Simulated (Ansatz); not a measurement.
# Ge: the cost of one run

Computed with Ansatz 0.2.0 (DFT PBEsol, scalar-relativistic, plane waves, PAW, unless a step's input says otherwise).

6 further runs of the same task are left out: 2 that didn't finish, 4 set aside as unsound or not needed. Runs told in other sessions of the task aren't counted.

### Step 1. Starting point

Symmetry: Ia-3, No. 206, cubic system. The conventional cell has a = 6.939 Å, b = 6.939 Å, c = 6.939 Å, α = 90.00°, β = 90.00°, γ = 90.00°. Ge (site symmetry 3) has 4 Ge at 2.45 to 2.49 Å in its first shell of neighbours.

Coordinates:

```
CELL_PARAMETERS angstrom
-3.46966 3.46966 3.46966
3.46966 -3.46966 3.46966
3.46966 3.46966 -3.46966
ATOMIC_POSITIONS crystal
Ge 0.50000 0.00000 0.79584
Ge 0.79584 0.50000 0.00000
Ge 0.00000 0.79584 0.50000
Ge 0.70416 0.70416 0.70416
Ge 0.50000 0.00000 0.20416
Ge 0.20416 0.50000 0.00000
Ge 0.00000 0.20416 0.50000
Ge 0.29584 0.29584 0.29584
```

It goes back to an entry of the Materials Project, which need not be the stable form.

This cell was relaxed beforehand with the same method: volume 20.88 Å³/atom, gap on the mesh none (metal).

### Step 2. Zero of energy

Reference values: F = -34027.0617 eV; pressure -0.02 GPa; largest force 0.003 eV/Å; gap on the mesh none (metal). It was computed beforehand with the settings of the runs below.

### Step 3. Next: rattled cells

All atoms are moved at random with no net shift, in some cells together with a random strain.

### Step 4. rms move = 0.087 Å

Contents of input.yaml:

```yaml
crystal:
  lattice:
    - [-3.8915637641, 3.4980722942, 3.7871456515]
    - [3.3385355656, -3.6175953355, 3.3536404943]
    - [3.7411373807, 3.4671689521, -3.9066686927]
  atoms:
    - { symbol: Ge, position: [0.5067911848, -0.001998969, 0.7949975335] }
    - { symbol: Ge, position: [0.79556516, 0.4968205349, 0.0080840099] }
    - { symbol: Ge, position: [0.0056484869, 0.8058354756, 0.501398692] }
    - { symbol: Ge, position: [0.6887614996, 0.68986164, 0.6936930001] }
    - { symbol: Ge, position: [0.4869346346, -0.0276487915, 0.1993337583] }
    - { symbol: Ge, position: [0.2145021923, 0.5195174843, -0.002353136] }
    - { symbol: Ge, position: [0.0104468947, 0.2230125846, 0.5097187683] }
    - { symbol: Ge, position: [0.2913499471, 0.2946000411, 0.2951273738] }
basis:
  ecutwfc: 420
kpoints:
  mp_grid: { grid: [8, 8, 8] }
hamiltonian:
  xc: pbesol
scf:
  occupations: { method: gaussian, width: 0.15 }
output:
  forces: true
  stress: true
  eigenvalues: true
```

Run with:

```sh
> ansatz run input.yaml --threads 2 --pin off --max-ram 5120MiB --backend cpu --events-out ev --progress --plain --runs-dir out
```

Q: Estimate wall time and peak memory on 2 threads of Intel Xeon Platinum 8259CL at 2.50GHz (Skylake/Cascade Lake), shared host.

About 2.5 min, with a peak of 2.1 GiB.
